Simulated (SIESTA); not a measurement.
MgB2 under changes of volume

One of the cells (9.679 Å³/atom); the others are scaled copies at fixed shape and fractional positions:

```
Mg B
1.0
     3.08500    0.00000    0.00000
    -1.54250    2.67169    0.00000
     0.00000    0.00000    3.52300
Mg B
1 2
Direct
  0.00000 0.00000 0.00000
  0.66667 0.33333 0.50000
  0.33333 0.66667 0.50000
```

| Quantity | Value |
| --- | --- |
| Program | SIESTA 5.4.2 |
| Functional | LDA |
| Potentials or basis | PseudoDojo 0.4 standard (LDA files) |
| Basis | DZP (energy shift 0.003 Ry; two zetas on semicore shells) |
| Grid cutoff | 800 Ry |
| Energy shift | 0.003 Ry |
| k mesh | 10 × 10 × 8 |
| Occupations | fermi-dirac, width 0.05 eV |
| Spin | no spin polarisation |

| volume (Å³/atom) | energy over the lowest point (meV/atom) | pressure (GPa) |
| --- | --- | --- |
| 9.098 | 10.74 | 8.0 |
| 9.292 | 3.27 | 4.4 |
| 9.485 | 0.00 | 1.0 |
| 9.679 | 0.64 | -2.1 |
| 9.873 | ? | ? |
| 10.066 | 12.56 | -7.7 |
| 10.260 | 23.31 | -10.1 |

Task: What does the run at 9.873 Å³/atom give?

Result: Energy over the lowest point 4.91 meV/atom; pressure -5.0 GPa.

Worked out: A Birch-Murnaghan fit of order 3 (a polynomial in V^(-2/3)) to the other rows has its minimum at 9.55 Å³/atom with B0 = V·E''(V) = 156 GPa (rough, since the energies scatter) at fixed shape and positions, which overstates the stiffness. It gives 4.94 meV/atom at 9.873 Å³/atom, against the run's 4.91, and -dE/dV = -5.0 GPa, against -5.0.

Energies are extrapolated to zero smearing.

Caveats: the basis of atomic orbitals isn't converged, which shifts pressures, moduli and gaps.
